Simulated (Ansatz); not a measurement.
# RbBr: the cost of one run

Program: Ansatz 0.2.0. Level of theory: DFT PBEsol, frozen-core PAW, scalar-relativistic unless said. These are calculated values, not measurements.

The COD entry's cell or inner coordinates are ideal or old and differ from later refinements, so a difference from it is no clean test against experiment.

1 further run of the same task is left out (it didn't finish).

### Step 1. The starting structure

Symmetry: Fm-3m, No. 225, cubic system. The conventional cell has a = 6.854 Å, b = 6.854 Å, c = 6.854 Å, α = 90.00°, β = 90.00°, γ = 90.00°. Around Rb (site symmetry m-3m) lie 6 Br at 3.43 Å. Br (site symmetry m-3m) has 6 Rb at 3.43 Å as nearest neighbours.

As a file:

```xyz
2
Lattice="0.0000 3.4270 3.4270 3.4270 0.0000 3.4270 3.4270 3.4270 0.0000" Properties=species:S:1:pos:R:3 pbc="T T T"
Rb    0.0000    0.0000    0.0000
Br    3.4270    3.4270    3.4270
```

Cartesian axes are those of the input's lattice vectors. The structure goes back to a database entry.

### Step 2. Cell and atoms relaxed, PAW

File input.yaml:

```yaml
crystal:
  lattice:
    - [0.0, 3.427, 3.427]
    - [3.427, 0.0, 3.427]
    - [3.427, 3.427, 0.0]
  atoms:
    - { symbol: Rb, position: [0.0, 0.0, 0.0] }
    - { symbol: Br, position: [0.5, 0.5, 0.5] }
kpoints:
  mp_grid: { grid: [10, 10, 10] }
scf:
  occupations: { method: fermi_dirac, width: 0.1 }
hamiltonian:
  xc: pbesol
  pseudopotentials: { kind: paw }
relax:
  f_tol: 0.002
  max_steps: 80
  cell: {}
output:
  forces: true
  stress: true
```

Command:

```
$ ansatz run input.yaml --threads 1 --pin off --max-ram 2560MiB --backend cpu --events-out ev --progress --plain --runs-dir out
```

What time and memory should one allow on 1 thread of Arm Neoverse V1, shared host?

About 8.3 s, with a peak of 0.36 GiB.
